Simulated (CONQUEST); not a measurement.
# W in CONQUEST: reference runs

Reference runs on W: the cell as given.

Program: CONQUEST 1.3. These are calculated values, not measurements. Logs are shortened: lines on timing, memory, paths and dates and some standing lists are left out, and cuts for length are marked.

## (1) The cell of the first run

The cell holds a slab with vacuum, 6 atoms: a = 2.871 Å, b = 2.871 Å, c = 25.150 Å, α = 90.00°, β = 90.00°, γ = 90.00°.

The slab is cut from a database's or a generator's crystal, which needn't be the stable form of the element.

## (2) Single point, PBE (the (1 0 0) slab of W, cut from the database cell, not relaxed)

Conquest_input reads:

```
IO.Title W
IO.Coordinates coords.dat
IO.FractionalAtomicCoords T
IO.Iprint 2
IO.Iprint_init 1
General.NumberOfSpecies 1
General.PseudopotentialType hamann
AtomMove.TypeOfRun static
AtomMove.FullStress T
Grid.GridCutoff 120
DM.SolutionMethod diagon
Diag.MPMesh T
Diag.GammaCentred T
Diag.MPMeshX 9
Diag.MPMeshY 9
Diag.MPMeshZ 1
Diag.kT 0.00183747
minE.SCTolerance 1e-6
SC.MaxIters 100
IO.AtomChargeOutput T
SC.KerkerPreCondition T
SC.KerkerFactor 0.3
SC.LinearMixingFactor 0.3
IO.DumpChargeDensity T
IO.DumpESPot T
%block ChemicalSpeciesLabel
1 183.850 W
%endblock
```

coords.dat reads:

```
    5.4251269194     0.0000000000     0.0000000000
    0.0000000000     5.4251269194     0.0000000000
    0.0000000000     0.0000000000    47.5266120343
6
  0.5000000000   0.5000000000   0.7017892640 1 T T T
  0.0000000000   0.0000000000   0.6210735590 1 T T T
  0.5000000000   0.5000000000   0.5403578530 1 T T T
  0.0000000000   0.0000000000   0.4596421470 1 T T T
  0.5000000000   0.5000000000   0.3789264410 1 T T T
  0.0000000000   0.0000000000   0.2982107360 1 T T T
```

Potentials or basis: PseudoDojo NC PBE, DZP, grid cutoff 120 Ha.

Run with:

```bash
> OMP_NUM_THREADS=1 Conquest
```

The program printed:

```text
Simulation cell dimensions:     5.4251 a0 x     5.4251 a0 x    47.5266 a0

      Atomic coordinates (a0)
         Atom         X         Y         Z  Species
            1    2.7126    2.7126   33.3537        1
            2    0.0000    0.0000   29.5175        1
            3    2.7126    2.7126   25.6814        1
            4    0.0000    0.0000   21.8452        1
            5    2.7126    2.7126   18.0091        1
            6    0.0000    0.0000   14.1729        1

         Monkhorst-Pack mesh:   9 x   9 x   1 gamma-centred
        This calculation includes non-local pseudopotentials,
         with a maximum core radius of      7.96707561

    Job title: W
    Job to be run: static calculation

[... 5 lines left out ...]
      Using Fermi-Dirac smearing

    Integration grid size:     32 x   32 x  240

    Integration grid spacing:  0.170 a0 x 0.170 a0 x 0.198 a0

    Number of species:  1
    --------------------------------------------------------
    |   #  mass (au)  Charge (e)  SF Rad (a0)  NSF  Label  |
    --------------------------------------------------------
    |   1    183.850      14.000        8.317   19  W      |
    --------------------------------------------------------
          SCF tolerance:                 0.00000100
          SCF iterations:               100

    The functional used will be GGA PBE96

           radial cut-off to be used is taken to be max PAO cut-off radius for this species:    7.967076

           greatest ang. mom. for making density from PAOs:  2
    Minimum blocs/proc is     3840. Maximum blocs/proc is     3840
    set_atom_dens: In set_atomic_density, electrons :      84.000000000000
 matrix_size & matrix_size_padH =          114         114

    Screened ion int: energy:    -319.039655986019 Ha

    new_SC_potl: Starting.  Tolerance:  0.10000E-05

    PulayMixSC: Starting Pulay mixing, A_up =  0.300 A_dn =  0.300
    PulayMixSC: Spin non-polarised calculation.
    PulayMixSC: with Kerker preconditioning, q0 =  0.300
          Harris-Foulkes Energy            :      -454.910723408756837 Ha
          GroundState Energy (E-(1/2)TS)   :      -454.911638750020586 Ha
          Free Energy (E-TS)               :      -454.912554091284335 Ha
          DFT Total Energy                 :      -452.854959780540071 Ha
          Total number of electrons        :        84.000000000001705
    PulayMixSC: Pulay iteration     1 residual:              0.22014E-02
          Harris-Foulkes Energy            :      -454.877004489938258 Ha
          GroundState Energy (E-(1/2)TS)   :      -454.878259535460018 Ha
          Free Energy (E-TS)               :      -454.879514580981777 Ha
          DFT Total Energy                 :      -453.796377128213010 Ha
          Total number of electrons        :        84.000028264834711
    PulayMixSC: Pulay iteration     2 residual:              0.16942E-02
          Harris-Foulkes Energy            :      -454.840365294174489 Ha
          GroundState Energy (E-(1/2)TS)   :      -454.841469115254654 Ha
          Free Energy (E-TS)               :      -454.842572936334761 Ha
          DFT Total Energy                 :      -454.755963332624901 Ha
          Total number of electrons        :        84.000086477302247
[... 33 lines left out ...]
          Free Energy (E-TS)               :      -454.819599573038772 Ha
          DFT Total Energy                 :      -454.807630417277949 Ha
          Total number of electrons        :        84.000106784143441
    PulayMixSC: Pulay iteration     9 residual:              0.87727E-04
          Harris-Foulkes Energy            :      -454.816760588173111 Ha
          GroundState Energy (E-(1/2)TS)   :      -454.818107359991927 Ha
          Free Energy (E-TS)               :      -454.819454131810801 Ha
          DFT Total Energy                 :      -454.809376083431118 Ha
          Total number of electrons        :        84.000107415569246
    PulayMixSC: Pulay iteration    10 residual:              0.81423E-04
          Harris-Foulkes Energy            :      -454.816425907890903 Ha
          GroundState Energy (E-(1/2)TS)   :      -454.817775961561154 Ha
          Free Energy (E-TS)               :      -454.819126015231404 Ha
          DFT Total Energy                 :      -454.810511806426916 Ha
          Total number of electrons        :        84.000109618335216
[... 79 further cycles ...]
    PulayMixSC: Pulay iteration    90 residual:              0.15281E-05
          Harris-Foulkes Energy            :      -454.815203691937313 Ha
          GroundState Energy (E-(1/2)TS)   :      -454.816578184318473 Ha
          Free Energy (E-TS)               :      -454.817952676699576 Ha
          DFT Total Energy                 :      -454.815211929026361 Ha
          Total number of electrons        :        84.000104921594939
    PulayMixSC: Pulay iteration    91 residual:              0.14948E-05
          Harris-Foulkes Energy            :      -454.815203747679675 Ha
          GroundState Energy (E-(1/2)TS)   :      -454.816578207244675 Ha
          Free Energy (E-TS)               :      -454.817952666809674 Ha
          DFT Total Energy                 :      -454.815212242854727 Ha
          Total number of electrons        :        84.000110373787663
    PulayMixSC: Pulay iteration    92 residual:              0.13882E-05
          Harris-Foulkes Energy            :      -454.815204909391127 Ha
          GroundState Energy (E-(1/2)TS)   :      -454.816579393766062 Ha
          Free Energy (E-TS)               :      -454.817953878140997 Ha
          DFT Total Energy                 :      -454.815212680724585 Ha
[... 23 lines left out ...]
          DFT Total Energy                 :      -454.815213648966051 Ha
          Total number of electrons        :        84.000107974967506
    PulayMixSC: Pulay iteration    97 residual:              0.10865E-05
          Harris-Foulkes Energy            :      -454.815206640346105 Ha
          GroundState Energy (E-(1/2)TS)   :      -454.816581150908860 Ha
          Free Energy (E-TS)               :      -454.817955661471615 Ha
          DFT Total Energy                 :      -454.815213879910971 Ha
          Total number of electrons        :        84.000104929564316
    PulayMixSC: Pulay iteration    98 residual:              0.10230E-05
          Harris-Foulkes Energy            :      -454.815207534775141 Ha
          GroundState Energy (E-(1/2)TS)   :      -454.816582044930669 Ha
          Free Energy (E-TS)               :      -454.817956555086141 Ha
          DFT Total Energy                 :      -454.815213759918038 Ha
          Total number of electrons        :        84.000107365965945
    PulayMixSC: Pulay iteration    99 residual:              0.92974E-06
    PulayMixSC: Reached SCF tolerance of  0.92974E-06 after     99 iterations
      | Number of electrons      =        84.000107
      |* band energy as 2Tr[K.H] =      -103.611276478726438 Ha
      |  screened ion-ion energy =      -319.039655986018886 Ha
      |  Ha correction           =        -1.057314256913224 Ha
      |  XC correction           =       -31.107089477670755 Ha
      | GS Energy as E-(1/2)TS   =      -454.816582044930669 Ha
      | Free Energy as E-TS      =      -454.817956555086141 Ha
      |* Harris-Foulkes energy   =      -454.815207534775141 Ha
      |* DFT total energy        =      -454.815213759918038 Ha
      |  estimated accuracy      =         0.000006225142897 Ha

    force: Forces on atoms (Ha/a0)
    force:  Atom   X              Y              Z
    force:     1  -0.0000000000   0.0000000000  -0.0008589110
    force:     2   0.0000000000   0.0000000000  -0.0010490786
    force:     3  -0.0000000000  -0.0000000000  -0.0011438615
    force:     4  -0.0000000000  -0.0000000000   0.0011438615
    force:     5   0.0000000000   0.0000000000   0.0010490786
    force:     6  -0.0000000000   0.0000000000   0.0008589110

    force: Maximum force :        0.00114386(Ha/a0) on atom         4 in z direction
    force: Force Residual:        0.00102416 Ha/a0
    force: Total stress:          6.79137072     0.00000000    -0.00000000 GPa
                             0.00000000     6.79137072    -0.00000000
                            -0.00000000    -0.00000000     0.65266548
    force: Average pressure:     -4.74513564 GPa

    force: Finished force
    get_E_and_F: Change in energy during last step of electronic optimisation: -0.89443E-06

    BIBLIOGRAPHY: Please consider citing the following references in the conquest.bib file

    CONQUEST:         Bowler2002pt, Miyazaki2004, Nakata2020
    Basis:            Bowler2019
    DM:               Bowler:2006xr
    Pseudopotentials: Hamann2013, Bowler2019
    XC functional:    Perdew1996
```

Wall time 15 min (1 thread of AMD EPYC 7B13 (Zen 3), shared host); peak memory 1.8 GiB.

What came out:

| Property | Result |
| --- | --- |
| Free energy | -12376.2271 eV |
| Largest force | 0.059 eV/Å |
| Band gap on the k mesh | none (metal or under the smearing width) |
| Work function | 4.51 eV |

Forces in eV/Å, atoms in the order of the input:
```
W    0.000  0.000 -0.044
W    0.000  0.000 -0.054
W    0.000  0.000 -0.059
W    0.000  0.000  0.059
W    0.000  0.000  0.054
W    0.000  0.000  0.044
```

Caveat: a basis that ends near the atoms lowers the work function, often by some tenths of an eV; the basis of atomic orbitals isn't converged, which shifts pressures, moduli and gaps.
